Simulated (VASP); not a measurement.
# BN (Qingsongite) (F-43m) in VASP: notebook

The runs below take BN (Qingsongite) through relaxation of the atoms, with PBEsol.

Program: VASP 6.6.1. These are calculated values, not measurements. Logs are shortened: lines on timing, memory, paths and dates and some standing lists are left out, and cuts for length are marked.

### 1 The undisturbed crystal

The structure is cubic, space group F-43m (No. 216). Conventional cell: a = 3.615 Å, b = 3.615 Å, c = 3.615 Å, α = 90.00°, β = 90.00°, γ = 90.00°. B (site symmetry -43m) is surrounded by 4 N at 1.57 Å. N (site symmetry -43m) has 4 B at 1.57 Å as nearest neighbours.

### 2 Relaxation of the atoms, PBEsol (a relaxed cell with its volume scaled by 0.94)

File INCAR:

```
SYSTEM = BN
  PREC = Accurate
  ENCUT = 600
  EDIFF = 1E-7
  ISMEAR = 0
  SIGMA = 0.03
  LREAL = .False.
  LASPH = .True.
  NELM = 80
  ALGO = Fast
  ISIF = 2
  LWAVE = .False.
  LCHARG = .False.
  GGA = PS
  IBRION = 2
  NSW = 40
  EDIFFG = -0.01
```

File KPOINTS:

```
Automatic mesh
0
Gamma
  14 14 14
  0 0 0
```

File POSCAR:

```
BN                                      
1.0
    0.0000000000      1.7665081083      1.7665081083
    1.7665081083      0.0000000000      1.7665081083
    1.7665081083      1.7665081083      0.0000000000
  B               N             
     1     1
Direct
     0.0000000000000000    0.0000000000000000    0.0000000000000000
     0.2500000000000000    0.2500000000000000    0.2500000000000000
```

Potentials or basis: VASP PAW PBE potentials, release 64 (B, N).

Run with:

```bash
> cat potpaw_PBE.64/B/POTCAR potpaw_PBE.64/N/POTCAR > POTCAR
> mpirun -np 1 vasp_std > vasp.out
```

OUTCAR:

```text
SYSTEM = BN
   PREC = Accurate
   ENCUT = 600
   EDIFF = 1E-7
   ISMEAR = 0
   LREAL = .False.
   LASPH = .True.
   NELM = 80
   ISIF = 2
   GGA = PS
   IBRION = 2
   NSW = 40
   EDIFFG = -0.01

 ion  position               nearest neighbor table
   1  0.000  0.000  0.000-   2 1.53   2 1.53   2 1.53   2 1.53
   2  0.250  0.250  0.250-   1 1.53   1 1.53   1 1.53   1 1.53

  LATTYP: Found a face centered cubic cell.
 ALAT       =     3.5330162166

  Lattice vectors:

 A1 = (   0.0000000000,   1.7665081083,   1.7665081083)
 A2 = (   1.7665081083,   0.0000000000,   1.7665081083)
 A3 = (   1.7665081083,   1.7665081083,   0.0000000000)

Analysis of symmetry for initial positions (statically):
=====================================================================
 Subroutine PRICEL returns:
 Original cell was already a primitive cell.

 Routine SETGRP: Setting up the symmetry group for a
 face centered cubic supercell.

 Subroutine GETGRP returns: Found 24 space group operations
 (whereof 24 operations were pure point group operations)
 out of a pool of 48 trial point group operations.

The static configuration has the point symmetry T_d .

Analysis of symmetry for dynamics (positions and initial velocities):
=====================================================================
 Subroutine PRICEL returns:
 Original cell was already a primitive cell.

 Routine SETGRP: Setting up the symmetry group for a
 face centered cubic supercell.

 Subroutine GETGRP returns: Found 24 space group operations
 (whereof 24 operations were pure point group operations)
 out of a pool of 48 trial point group operations.

The dynamic configuration has the point symmetry T_d .

 Subroutine INISYM returns: Found 24 space group operations
 (whereof 24 operations are pure point group operations),
 and found     1 'primitive' translations

----------------------------------------------------------------------------------------

                                     Primitive cell

  volume of cell :      11.0250

  direct lattice vectors                    reciprocal lattice vectors
     0.000000000  1.766508108  1.766508108    -0.283044271  0.283044271  0.283044271
     1.766508108  0.000000000  1.766508108     0.283044271 -0.283044271  0.283044271
     1.766508108  1.766508108  0.000000000     0.283044271  0.283044271 -0.283044271
[... 89 lines left out ...]
   NFREE  =      1    steps in history (QN), initial steepest desc. (CG)
   ISIF   =      2    stress and relaxation
   ISYM   =      2    0-nonsym 1-usesym 2-fastsym
   POTIM  = 0.5000    time-step for ionic-motion
   TEBEG  =    0.0;   TEEND  =   0.0 temperature during run
   PSTRESS=    0.0 pullay stress
   NELECT =       8.0000    total number of electrons
   NUPDOWN=      -1.0000    fix difference up-down
   EMIN   =  10.00;   EMAX   =-10.00  energy-range for DOS
   EFERMI =   0.00;   METHOD = LEGACY
   ISMEAR =     0;   SIGMA  =   0.03  broadening in eV -4-tet -1-fermi 0-gaus
   EFERMI_NEDOS =   21; number of points for ismear=-14 and -15
   IALGO  =     68    algorithm
   IMIX   =      4    mixing-type and parameters
     AMIX     =   0.40;   BMIX     =  1.00
     AMIX_MAG =   1.60;   BMIX_MAG =  1.00
  volume/ion in A,a.u.               =       5.51        37.20
  Fermi-wavevector in a.u.,A,eV,Ry     =   1.471112  2.779999 29.445344  2.164172
  Thomas-Fermi vector in A             =   2.586288
   LORBIT       =      0    0 simple, 1 ext, 2 COOP (PROOUT), +10 PAW based schemes
   GGA     = PS    functional components
   LHFCALC =     F    Hartree Fock is set to
   AEXX    =    0.0000 exact exchange contribution
   IVDW    =     0    specifies the selected vdW correction
   LEPSILON=     F    determine dielectric tensor
   LRPA    =     F    only Hartree local field effects (RPA)
 conjugate gradient relaxation of ions
 non-spin polarized calculation
 RMM-DIIS sequential band-by-band and
 Gauss-broadening in eV      SIGMA  =   0.03
  energy-cutoff  :      600.00
  volume of cell :       11.02
 maximum number of plane-waves:       378
   NGX =  9   NGY =  9   NGZ =  9

 number of electron       7.9999999 magnetization

 Free energy of the ion-electron system (eV)
  ---------------------------------------------------
  ext. energy  EPLUGINS =         0.00000000
  ---------------------------------------------------
  free energy    TOTEN  =       -18.29198282 eV

  energy without entropy =      -18.29198282  energy(sigma->0) =      -18.29198282

 E-fermi :   8.3729     XC(G=0): -13.3555

 val. band max:        8.2349888362   @ k =   0.0000   0.0000   0.0000
 cond. band min:      12.5803920738   @ k =   0.5000   0.5000   0.0000
 fundamental gap:      4.3454032376
 Fermi energy:         8.3728744347

 k-point     1 :       0.0000    0.0000    0.0000
  band No.  band energies     occupation
      1     -12.8248      2.00000
      2       8.2350      2.00000
      3       8.2350      2.00000
      4       8.2350      2.00000
      5      17.3194      0.00000
      6      17.3194      0.00000
      7      17.3194      0.00000
      8      19.6365      0.00000
[... 243 lines left out ...]
 k-point    24 :       0.2857    0.1429    0.0000
  band No.  band energies     occupation
      1     -10.9437      2.00000
      2       2.9264      2.00000
      3       5.6897      2.00000
      4       6.2760      2.00000
      5      16.7379      0.00000
      6      20.5885      0.00000
      7      20.9061      0.00000
      8      21.6777      0.00000

 [... further k-points ...]

------------------------ aborting loop because EDIFF is reached ----------------------------------------

  FORCE on cell =-STRESS in cart. coord.  units (eV):
  Direction    XX          YY          ZZ          XY          YZ          ZX
  --------------------------------------------------------------------------------------
  -------------------------------------------------------------------------------------
  Total        1.8490712      1.8490712      1.8490712      0.0000000      0.0000000      0.0000000
  in kB      268.7121565    268.7121565    268.7121565      0.0000000      0.0000000      0.0000000
  external PRESSURE =     268.7121565 kB  Pullay stress =       0.0000000 kB

 VOLUME and BASIS-vectors are now :
 -----------------------------------------------------------------------------
  energy-cutoff  :      600.00
  volume of cell :       11.02
      direct lattice vectors                 reciprocal lattice vectors
     0.000000000  1.766508108  1.766508108    -0.283044271  0.283044271  0.283044271
     1.766508108  0.000000000  1.766508108     0.283044271 -0.283044271  0.283044271
     1.766508108  1.766508108  0.000000000     0.283044271  0.283044271 -0.283044271

 POSITION                                       TOTAL-FORCE (eV/Angst)
 -----------------------------------------------------------------------------------
      0.00000      0.00000      0.00000         0.000000      0.000000      0.000000
      0.88325      0.88325      0.88325        -0.000000     -0.000000     -0.000000
 -----------------------------------------------------------------------------------
    total drift:                                0.000000      0.000000      0.000000

  FREE ENERGIE OF THE ION-ELECTRON SYSTEM (eV)
  ---------------------------------------------------
  free  energy   TOTEN  =       -18.2919828161 eV

  energy  without entropy=      -18.2919828161  energy(sigma->0) =      -18.29198282

 reached required accuracy - stopping structural energy minimisation
```

OSZICAR:

```text
N       E                     dE             d eps       ncg     rms          rms(c)
DAV:   1     0.151473834305E+02    0.15147E+02   -0.57101E+03  1680   0.112E+03
DAV:   2    -0.190921265217E+02   -0.34240E+02   -0.33127E+02  2296   0.213E+02
DAV:   3    -0.193538199133E+02   -0.26169E+00   -0.26169E+00  1880   0.220E+01
DAV:   4    -0.193540937407E+02   -0.27383E-03   -0.27383E-03  2392   0.638E-01
DAV:   5    -0.193540938319E+02   -0.91172E-07   -0.91172E-07  1824   0.751E-03    0.696E+00
RMM:   6    -0.184154840278E+02    0.93861E+00   -0.10269E+00  1664   0.982E+00    0.352E+00
RMM:   7    -0.183130045443E+02    0.10248E+00   -0.23792E-01  1664   0.505E+00    0.188E+00
RMM:   8    -0.182925523440E+02    0.20452E-01   -0.23701E-02  1664   0.156E+00    0.248E-01
RMM:   9    -0.182921205715E+02    0.43177E-03   -0.42883E-03  1664   0.732E-01    0.993E-02
RMM:  10    -0.182919885539E+02    0.13202E-03   -0.34176E-04  1664   0.331E-01    0.234E-02
RMM:  11    -0.182919844448E+02    0.41091E-05   -0.53444E-05  1664   0.756E-02    0.130E-02
RMM:  12    -0.182919830930E+02    0.13518E-05   -0.36575E-06  1664   0.296E-02    0.524E-03
RMM:  13    -0.182919827941E+02    0.29885E-06   -0.11488E-06  1652   0.101E-02    0.127E-03
RMM:  14    -0.182919828161E+02   -0.21922E-07   -0.79575E-08  1237   0.382E-03
   1 F= -.18291983E+02 E0= -.18291983E+02  d E =-.182920E+02
```

CONTCAR:

```text
BN
   1.00000000000000
     0.0000000000000000    1.7665081083000000    1.7665081083000000
     1.7665081083000000    0.0000000000000000    1.7665081083000000
     1.7665081083000000    1.7665081083000000    0.0000000000000000
  B               N
     1     1
Direct
     0.0000000000000000    0.0000000000000000    0.0000000000000000
     0.2500000000000000    0.2500000000000000    0.2500000000000000

  0.00000000E+00  0.00000000E+00  0.00000000E+00
  0.00000000E+00  0.00000000E+00  0.00000000E+00
```

Run time: 17 s. Hardware: 1 thread of Intel Xeon Platinum 8259CL at 2.50GHz (Skylake/Cascade Lake), shared host; peak memory 0.12 GiB.

What came out:

- Free energy: -18.2920 eV
- Pressure after relaxing: 26.9 GPa
- Band gap on the k mesh: 4.35 eV, indirect (least direct gap 9.08 eV)

Final structure:
```yaml
crystal:
  lattice:
    - [0.00000, 1.76651, 1.76651]
    - [1.76651, 0.00000, 1.76651]
    - [1.76651, 1.76651, 0.00000]
  atoms:
    - { symbol: B, position: [0.00000, 0.00000, 0.00000] }
    - { symbol: N, position: [0.25000, 0.25000, 0.25000] }
```

Caveat: the relaxation stopped at its first step, so nothing moved; the PAW data sets were made with another functional, which shifts forces and pressure a little.

### 3 Relaxation of the atoms, PBEsol (a relaxed cell with its volume scaled by 0.96)

INCAR is that of step 2.

KPOINTS is that of step 2.

File POSCAR:

```
BN                                      
1.0
    0.0000000000      1.7789487161      1.7789487161
    1.7789487161      0.0000000000      1.7789487161
    1.7789487161      1.7789487161      0.0000000000
  B               N             
     1     1
Direct
     0.0000000000000000    0.0000000000000000    0.0000000000000000
     0.2500000000000000    0.2500000000000000    0.2500000000000000
```

Potentials or basis: VASP PAW PBE potentials, release 64 (B, N).

Run with:

```bash
> cat potpaw_PBE.64/B/POTCAR potpaw_PBE.64/N/POTCAR > POTCAR
> mpirun -np 1 vasp_std > vasp.out
```

Run time: 18 s. Hardware: 1 thread of Intel Xeon Platinum 8259CL at 2.50GHz (Skylake/Cascade Lake), shared host; peak memory 0.12 GiB.

Results (log left out):

| Quantity | Value |
| --- | --- |
| Free energy | -18.3249 eV |
| Pressure after relaxing | 17.1 GPa |
| Band gap on the k mesh | 4.32 eV, indirect (least direct gap 8.99 eV) |

Final structure:
```xyz
2
Lattice="0.0000 1.7789 1.7789 1.7789 0.0000 1.7789 1.7789 1.7789 0.0000" Properties=species:S:1:pos:R:3 pbc="T T T"
B     0.0000    0.0000    0.0000
N     0.8895    0.8895    0.8895
```

Levels at points of the mesh, in eV from the valence-band top:
| k point | band 1 | band 2 | band 3 | band 4 | band 5 | band 6 | band 7 | band 8 |
| --- | --- | --- | --- | --- | --- | --- | --- | --- |
| (0.00, 0.00, 0.00) | -20.81 | 0.00 | 0.00 | 0.00 | 8.99 | 8.99 | 8.99 | 11.05 |
| (0.50, 0.00, 0.00) | -16.31 | -11.23 | -2.04 | -2.04 | 10.72 | 10.88 | 10.88 | 15.56 |
| (0.50, 0.50, 0.00) | -14.87 | -9.29 | -5.18 | -5.18 | 4.32 | 9.35 | 18.62 | 18.62 |

Caveat: the relaxation stopped at its first step, so nothing moved; the PAW data sets were made with another functional, which shifts forces and pressure a little.

(Continued in part 2 of 2.)
